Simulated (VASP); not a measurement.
# BAs (F-43m) in VASP: notebook

One crystal, BAs, is run at these levels: PBE0, HSE06; tasks: single point.

Everything below comes from runs of VASP 6.6.1. Logs are shortened: lines on timing, memory, paths and dates and some standing lists are left out, and cuts for length are marked.

## 1. The undisturbed crystal

It takes space group F-43m (No. 216, cubic). Conventional cell: a = 4.809 Å, b = 4.809 Å, c = 4.809 Å, α = 90.00°, β = 90.00°, γ = 90.00°. Around B (site symmetry -43m) lie 4 As at 2.08 Å. Around As (site symmetry -43m) lie 4 B at 2.08 Å.

## 2. Single point, PBE0

The input, POSCAR:

```
BAs
1.0
    0.0000000000      2.4044111681      2.4044111681
    2.4044111681      0.0000000000      2.4044111681
    2.4044111681      2.4044111681      0.0000000000
B As
1 1
Direct
    0.0000000000      0.0000000000      0.0000000000
    0.2500000000      0.2500000000      0.2500000000
```

The input, INCAR.step1:

```
PREC = Accurate ; ENCUT = 520
EDIFF = 1E-5 ; ISMEAR = 0
SIGMA = 0.02 ; LREAL = F
LASPH = T ; NELM = 100
ALGO = Normal ; ISIF = 2
LWAVE = T ; GGA = PE
NBANDS = 11
```

The input, INCAR.step2:

```
PREC = Accurate ; ENCUT = 520
EDIFF = 1E-6 ; ISMEAR = 0
SIGMA = 0.02 ; LREAL = F
LASPH = T ; NELM = 100
ALGO = Normal ; ISIF = 2
LWAVE = F ; LCHARG = T
GGA = PE ; LHFCALC = T
AEXX = 0.25 ; PRECFOCK = Normal
HFRCUT = -1 ; LELF = T
LVHAR = T ; ISTART = 1
NBANDS = 11
```

The input, KPOINTS:

```
Automatic mesh
0
Gamma
  8 8 8
```

Potentials or basis: VASP PAW PBE potentials, release 64 (B, As).

Run with:

```bash
> cat potpaw_PBE.64/B/POTCAR potpaw_PBE.64/As/POTCAR > POTCAR
> cp INCAR.step1 INCAR
> mpirun -np 1 vasp_std > vasp.out
> cp INCAR.step2 INCAR
> mpirun -np 1 vasp_std > vasp.out
```

OUTCAR:

```text
PREC = Accurate
   ENCUT = 520
   EDIFF = 1E-6
   ISMEAR = 0
   LREAL = F
   LASPH = T
   NELM = 100
   ISIF = 2
   GGA = PE
   LHFCALC = T
   AEXX = 0.25
   PRECFOCK = Normal
   ISTART = 1

 ion  position               nearest neighbor table
   1  0.000  0.000  0.000-   2 2.08   2 2.08   2 2.08   2 2.08
   2  0.250  0.250  0.250-   1 2.08   1 2.08   1 2.08   1 2.08

  LATTYP: Found a face centered cubic cell.
 ALAT       =     4.8088223362

  Lattice vectors:

 A1 = (   0.0000000000,   2.4044111681,   2.4044111681)
 A2 = (   2.4044111681,   0.0000000000,   2.4044111681)
 A3 = (   2.4044111681,   2.4044111681,   0.0000000000)

Analysis of symmetry for initial positions (statically):
=====================================================================
 Subroutine PRICEL returns:
 Original cell was already a primitive cell.

 Routine SETGRP: Setting up the symmetry group for a
 face centered cubic supercell.

 Subroutine GETGRP returns: Found 24 space group operations
 (whereof 24 operations were pure point group operations)
 out of a pool of 48 trial point group operations.

The static configuration has the point symmetry T_d .

Analysis of symmetry for dynamics (positions and initial velocities):
=====================================================================
 Subroutine PRICEL returns:
 Original cell was already a primitive cell.

 Routine SETGRP: Setting up the symmetry group for a
 face centered cubic supercell.

 Subroutine GETGRP returns: Found 24 space group operations
 (whereof 24 operations were pure point group operations)
 out of a pool of 48 trial point group operations.

The dynamic configuration has the point symmetry T_d .

 Subroutine INISYM returns: Found 24 space group operations
 (whereof 24 operations are pure point group operations),
 and found     1 'primitive' translations

----------------------------------------------------------------------------------------

                                     Primitive cell

  volume of cell :      27.8007

  direct lattice vectors                    reciprocal lattice vectors
     0.000000000  2.404411168  2.404411168    -0.207951122  0.207951122  0.207951122
     2.404411168  0.000000000  2.404411168     0.207951122 -0.207951122  0.207951122
     2.404411168  2.404411168  0.000000000     0.207951122  0.207951122 -0.207951122

  length of vectors
     3.400350883  3.400350883  3.400350883     0.360181909  0.360181909  0.360181909

  position of ions in fractional coordinates (direct lattice)
     0.000000000  0.000000000  0.000000000
     0.250000000  0.250000000  0.250000000

  ion indices of the primitive-cell ions
   primitive index   ion index
                 1           1
                 2           2

----------------------------------------------------------------------------------------

 KPOINTS: Automatic mesh

Automatic generation of k-mesh.
 Grid dimensions read from file:
 generate k-points for:    8    8    8

 Generating k-lattice:

  Cartesian coordinates                     Fractional coordinates (reciprocal lattice)
    -0.025993890  0.025993890  0.025993890     0.125000000  0.000000000  0.000000000
     0.025993890 -0.025993890  0.025993890     0.000000000  0.125000000  0.000000000
     0.025993890  0.025993890 -0.025993890     0.000000000  0.000000000  0.125000000

  Length of vectors
     0.045022739  0.045022739  0.045022739

  Shift w.r.t. Gamma in fractional coordinates (k-lattice)
     0.000000000  0.000000000  0.000000000

 Subroutine IBZKPT returns following result:
 ===========================================

 Found     29 irreducible k-points:

 Following reciprocal coordinates:
            Coordinates               Weight
  0.000000  0.000000  0.000000      1.000000
  0.125000  0.000000  0.000000      8.000000
  0.250000  0.000000  0.000000      8.000000
  0.375000  0.000000  0.000000      8.000000
  0.500000  0.000000  0.000000      4.000000
  0.125000  0.125000  0.000000      6.000000
[... 16 lines left out ...]
  0.500000  0.250000  0.125000     48.000000
 -0.375000  0.250000  0.125000     24.000000
 [... further k-points ...]
   k-points           NKPTS =     29   k-points in BZ     NKDIM =    512   number of bands    NBANDS=     11
   number of dos      NEDOS =    301   number of ions     NIONS =      2
   total plane-waves  NPLWV =  21952
   dimension x,y,z NGX =    28 NGY =   28 NGZ =   28
   dimension x,y,z NGXF=    56 NGYF=   56 NGZF=   56
   ions per type =               1   1
   NGX,Y,Z   is equivalent  to a cutoff of  13.69, 13.69, 13.69 a.u.
   NGXF,Y,Z  is equivalent  to a cutoff of  27.38, 27.38, 27.38 a.u.
 SYSTEM =  unknown system
   PREC   = accura    normal or accurate (medium, high low for compatibility)
   ISTART =      1    job   : 0-new  1-cont  2-samecut
   ICHARG =      0    charge: 1-file 2-atom 10-const
   ISPIN  =      1    spin polarized calculation?
   LNONCOLLINEAR =      F non collinear calculations
   LSORBIT =      F    spin-orbit coupling
   LASPH  =      T    aspherical Exc in radial PAW
   ENCUT  =  520.0 eV  38.22 Ry    6.18 a.u.   6.32  6.32  6.32*2*pi/ulx,y,z
   NELM   =    100;   NELMIN=  2; NELMDL=  0     # of ELM steps
   EDIFF  = 0.1E-05   stopping-criterion for ELM
   LREAL  =      F    real-space projection
   EDIFFG = 0.1E-04   stopping-criterion for IOM
   NSW    =      0    number of steps for IOM
   IBRION =     -1    ionic relax: 0-MD 1-quasi-New 2-CG
   NFREE  =      0    steps in history (QN), initial steepest desc. (CG)
   ISIF   =      2    stress and relaxation
   ISYM   =      3    0-nonsym 1-usesym 2-fastsym
   POTIM  = 0.5000    time-step for ionic-motion
   TEBEG  =    0.0;   TEEND  =   0.0 temperature during run
   PSTRESS=    0.0 pullay stress
   NELECT =       8.0000    total number of electrons
   NUPDOWN=      -1.0000    fix difference up-down
   EMIN   =  10.00;   EMAX   =-10.00  energy-range for DOS
   EFERMI =   0.00;   METHOD = LEGACY
   ISMEAR =     0;   SIGMA  =   0.02  broadening in eV -4-tet -1-fermi 0-gaus
   EFERMI_NEDOS =   21; number of points for ismear=-14 and -15
   IALGO  =     38    algorithm
   IMIX   =      1    mixing-type and parameters
     AMIX     =   0.40;   BMIX     =  1.00
     AMIX_MAG =   1.60;   BMIX_MAG =  1.00
  volume/ion in A,a.u.               =      13.90        93.80
  Fermi-wavevector in a.u.,A,eV,Ry     =   1.080818  2.042451 15.893898  1.168169
  Thomas-Fermi vector in A             =   2.216819
   LORBIT       =      0    0 simple, 1 ext, 2 COOP (PROOUT), +10 PAW based schemes
   GGA     = PE    functional components
   LHFCALC =     T    Hartree Fock is set to
   PRECFOCK=normal    Normal, Fast or Accurate (Low or Medium for compatibility)
   ENCUT4O =  -1.0   cutoff for four orbital integrals eV
   NKREDX  =     1    reduce k-point grid by
   NKREDY  =     1    reduce k-point grid by
   NKREDZ  =     1    reduce k-point grid by
   AEXX    =    0.2500 exact exchange contribution
   HFSCREEN=    0.0000 screening length (either q_TF or 0.3 A-1)
   HFSCREENC=   0.0000 screening length for correlation (either q_TF or 0.3 A-1)
   ENCUTFOCK=  -1.0 apply spherical cutoff to Coloumb kernel
   IVDW    =     0    specifies the selected vdW correction
   LEPSILON=     F    determine dielectric tensor
   LRPA    =     F    only Hartree local field effects (RPA)
 non-spin polarized calculation
 Gauss-broadening in eV      SIGMA  =   0.02
  energy-cutoff  :      520.00
  volume of cell :       27.80
 maximum number of plane-waves:       763
 NGX is ok and might be reduce to    28
  NGX = 20; NGY = 20; NGZ = 20

 number of electron       8.0000000 magnetization

 Free energy of the ion-electron system (eV)
  ---------------------------------------------------
  ext. energy  EPLUGINS =         0.00000000
  ---------------------------------------------------
  free energy    TOTEN  =       -14.16557012 eV

  energy without entropy =      -14.16557012  energy(sigma->0) =      -14.16557012

 E-fermi :   5.2577     XC(G=0):  -8.2964

 val. band max:        5.1722713658   @ k =   0.0000   0.0000   0.0000
 cond. band min:       7.7041665112   @ k =   0.3750   0.3750   0.0000
 fundamental gap:      2.5318951454
 Fermi energy:         5.2577217875

 k-point     1 :       0.0000    0.0000    0.0000
  band No.  band energies     occupation
      1     -11.6967      2.00000
      2       5.1723      2.00000
      3       5.1723      2.00000
      4       5.1723      2.00000
      5       9.9198      0.00000
      6       9.9198      0.00000
      7       9.9198      0.00000
      8      11.4539      0.00000
      9      16.3858      0.00000
     10      19.8543      0.00000
     11      19.8543      0.00000

 k-point     2 :       0.1250    0.0000    0.0000
  band No.  band energies     occupation
      1     -11.4216      2.00000
      2       3.0564      2.00000
      3       4.7129      2.00000
      4       4.7129      2.00000
      5      10.0414      0.00000
      6      10.5354      0.00000
      7      10.5354      0.00000
      8      12.7968      0.00000
      9      17.3856      0.00000
     10      18.4932      0.00000
     11      18.4932      0.00000

 k-point     3 :       0.2500    0.0000    0.0000
  band No.  band energies     occupation
      1     -10.6120      2.00000
      2      -0.2392      2.00000
      3       3.9358      2.00000
      4       3.9358      2.00000
      5       9.6814      0.00000
      6      11.4075      0.00000
      7      11.4075      0.00000
      8      14.9156      0.00000
      9      18.1128      0.00000
     10      18.1128      0.00000
     11      18.1642      0.00000
[... 267 lines left out ...]
 k-point    23 :       0.5000    0.2500    0.1250
  band No.  band energies     occupation
      1      -8.7392      2.00000
      2      -2.7232      2.00000
      3       0.3563      2.00000
      4       2.2198      2.00000
      5      10.5628      0.00000
      6      11.8063      0.00000
      7      13.4431      0.00000
      8      14.9979      0.00000
      9      18.5041      0.00000
     10      20.3220      0.00000
     11      22.5762      0.00000

 k-point    24 :      -0.3750    0.2500    0.1250
  band No.  band energies     occupation
      1      -7.9478      2.00000
      2      -3.9603      2.00000
      3       0.2101      2.00000
      4       1.8579      2.00000
      5      10.6914      0.00000
      6      11.4690      0.00000
      7      14.5004      0.00000
      8      16.0600      0.00000
      9      17.2440      0.00000
     10      21.2680      0.00000
     11      22.2465      0.00000

 [... further k-points ...]
[... 5 lines left out ...]
  --------------------------------------------------------------------------------------
  -------------------------------------------------------------------------------------
  Total       -0.6075658     -0.6075658     -0.6075658      0.0000000      0.0000000     -0.0000000
  in kB      -35.0144804    -35.0144804    -35.0144804      0.0000000      0.0000000     -0.0000000
  external PRESSURE =     -35.0144804 kB  Pullay stress =       0.0000000 kB

 VOLUME and BASIS-vectors are now :
 -----------------------------------------------------------------------------
  energy-cutoff  :      520.00
  volume of cell :       27.80
      direct lattice vectors                 reciprocal lattice vectors
     0.000000000  2.404411168  2.404411168    -0.207951122  0.207951122  0.207951122
     2.404411168  0.000000000  2.404411168     0.207951122 -0.207951122  0.207951122
     2.404411168  2.404411168  0.000000000     0.207951122  0.207951122 -0.207951122

 POSITION                                       TOTAL-FORCE (eV/Angst)
 -----------------------------------------------------------------------------------
      0.00000      0.00000      0.00000        -0.000000      0.000000      0.000000
      1.20221      1.20221      1.20221         0.000000     -0.000000     -0.000000
 -----------------------------------------------------------------------------------
    total drift:                               -0.000000     -0.000000     -0.000000

  FREE ENERGIE OF THE ION-ELECTRON SYSTEM (eV)
  ---------------------------------------------------
  free  energy   TOTEN  =       -14.1655701189 eV

  energy  without entropy=      -14.1655701189  energy(sigma->0) =      -14.16557012
```

Wall time 15 min (1 thread of Intel Xeon 6975P-C (Granite Rapids), shared host); peak memory 0.19 GiB.

Results:

```
Free energy            : -14.1656 eV
Pressure               : -3.5 GPa
Band gap on the k mesh : 2.53 eV, indirect (least direct gap 4.75 eV)
```

Levels at points of the mesh, in eV from the valence-band top:
```tsv
k point	band 1	band 2	band 3	band 4	band 5	band 6	band 7	band 8
(0.00, 0.00, 0.00)	-16.87	0.00	0.00	0.00	4.75	4.75	4.75	6.28
(0.50, 0.00, 0.00)	-13.75	-9.65	-1.98	-1.98	4.10	6.37	6.37	10.69
(0.50, 0.50, 0.00)	-12.28	-9.47	-4.43	-4.43	2.78	2.83	13.48	13.48
```

Caveat: the PAW data sets were made with another functional, which shifts forces and pressure a little.

## 3. Single point, HSE06

POSCAR is that of step 2.

The input, INCAR.step1:

```
ALGO = Normal
EDIFF = 1E-5
ENCUT = 520
GGA = PE
ISIF = 2
ISMEAR = 0
LASPH = T
LREAL = F
LWAVE = T
NBANDS = 11
NELM = 100
PREC = Accurate
SIGMA = 0.02
```

The input, INCAR.step2:

```
ALGO = Normal
EDIFF = 1E-6
ENCUT = 520
GGA = PE
HFSCREEN = 0.2079
ISIF = 2
ISMEAR = 0
ISTART = 1
LASPH = T
LCHARG = T
LELF = T
LHFCALC = T
LREAL = F
LVHAR = T
LWAVE = F
NBANDS = 11
NELM = 100
PREC = Accurate
PRECFOCK = Normal
SIGMA = 0.02
```

The input, KPOINTS:

```
k-points
0
Gamma
  8 8 8
```

Potentials or basis: VASP PAW PBE potentials, release 64 (B, As).

Run with:

```bash
> cat potpaw_PBE.64/B/POTCAR potpaw_PBE.64/As/POTCAR > POTCAR
> cp INCAR.step1 INCAR
> mpirun -np 1 vasp_std > vasp.out
> cp INCAR.step2 INCAR
> mpirun -np 1 vasp_std > vasp.out
```

OUTCAR:

```text
EDIFF = 1E-6
   ENCUT = 520
   GGA = PE
   HFSCREEN = 0.2079
   ISIF = 2
   ISMEAR = 0
   ISTART = 1
   LASPH = T
   LHFCALC = T
   LREAL = F
   NELM = 100
   PREC = Accurate
   PRECFOCK = Normal

 ion  position               nearest neighbor table
   1  0.000  0.000  0.000-   2 2.08   2 2.08   2 2.08   2 2.08
   2  0.250  0.250  0.250-   1 2.08   1 2.08   1 2.08   1 2.08

  LATTYP: Found a face centered cubic cell.
 ALAT       =     4.8088223362

[... 523 lines left out ...]
      3       0.6126      2.00000
      4       2.2322      2.00000
      5      10.3242      0.00000
      6      11.0947      0.00000
      7      14.0987      0.00000
      8      15.6564      0.00000
      9      16.8490      0.00000
     10      20.8625      0.00000
     11      21.8552      0.00000

 [... further k-points ...]
[... 5 lines left out ...]
  --------------------------------------------------------------------------------------
  -------------------------------------------------------------------------------------
  Total       -0.5867057     -0.5867057     -0.5867057      0.0000000      0.0000000      0.0000000
  in kB      -33.8122996    -33.8122996    -33.8122996      0.0000000      0.0000000      0.0000000
  external PRESSURE =     -33.8122996 kB  Pullay stress =       0.0000000 kB

 VOLUME and BASIS-vectors are now :
 -----------------------------------------------------------------------------
  energy-cutoff  :      520.00
  volume of cell :       27.80
      direct lattice vectors                 reciprocal lattice vectors
     0.000000000  2.404411168  2.404411168    -0.207951122  0.207951122  0.207951122
     2.404411168  0.000000000  2.404411168     0.207951122 -0.207951122  0.207951122
     2.404411168  2.404411168  0.000000000     0.207951122  0.207951122 -0.207951122

 POSITION                                       TOTAL-FORCE (eV/Angst)
 -----------------------------------------------------------------------------------
      0.00000      0.00000      0.00000         0.000000     -0.000000     -0.000000
      1.20221      1.20221      1.20221        -0.000000      0.000000      0.000000
 -----------------------------------------------------------------------------------
    total drift:                               -0.000000     -0.000000     -0.000000

  FREE ENERGIE OF THE ION-ELECTRON SYSTEM (eV)
  ---------------------------------------------------
  free  energy   TOTEN  =       -13.2505331810 eV

  energy  without entropy=      -13.2505331810  energy(sigma->0) =      -13.25053318
```

OSZICAR.step1:

```text
N       E                     dE             d eps       ncg     rms          rms(c)
DAV:   1     0.133043293029E+02    0.13304E+02   -0.37974E+03   638   0.644E+02
DAV:   2    -0.112316116018E+02   -0.24536E+02   -0.23566E+02   817   0.108E+02
DAV:   3    -0.120109750646E+02   -0.77936E+00   -0.77749E+00   801   0.177E+01
DAV:   4    -0.120132294298E+02   -0.22544E-02   -0.22543E-02   709   0.107E+00
DAV:   5    -0.120132329985E+02   -0.35687E-05   -0.35687E-05   761   0.465E-02    0.479E+00
DAV:   6    -0.114721564609E+02    0.54108E+00   -0.15235E+00   674   0.496E+00    0.233E+00
DAV:   7    -0.114172560474E+02    0.54900E-01   -0.17864E-01   737   0.208E+00    0.968E-01
DAV:   8    -0.114107426491E+02    0.65134E-02   -0.19896E-02   710   0.797E-01    0.966E-02
DAV:   9    -0.114110445397E+02   -0.30189E-03   -0.78389E-04   722   0.159E-01    0.567E-02
DAV:  10    -0.114112028666E+02   -0.15833E-03   -0.19475E-04   676   0.848E-02    0.120E-02
DAV:  11    -0.114112089503E+02   -0.60838E-05   -0.55288E-06   720   0.157E-02
   1 F= -.11411209E+02 E0= -.11411209E+02  d E =-.567518E-25
```

Wall time 15 min (1 thread of Intel Xeon 6975P-C (Granite Rapids), shared host); peak memory 0.29 GiB.

What came out:

```yaml
Free_energy: -13.2505 eV
Pressure: -3.4 GPa
Band_gap_on_the_k_mesh: 1.86 eV, indirect (least direct gap 4.08 eV)
```

Levels at points of the mesh, in eV from the valence-band top:
```tsv
k point	band 1	band 2	band 3	band 4	band 5	band 6	band 7	band 8
(0.00, 0.00, 0.00)	-16.76	0.00	0.00	0.00	4.08	4.08	4.08	5.59
(0.50, 0.00, 0.00)	-13.65	-9.54	-1.95	-1.95	3.43	5.67	5.67	9.97
(0.50, 0.50, 0.00)	-12.18	-9.37	-4.37	-4.37	2.10	2.16	12.74	12.74
```

Caveat: the PAW data sets were made with another functional, which shifts forces and pressure a little.
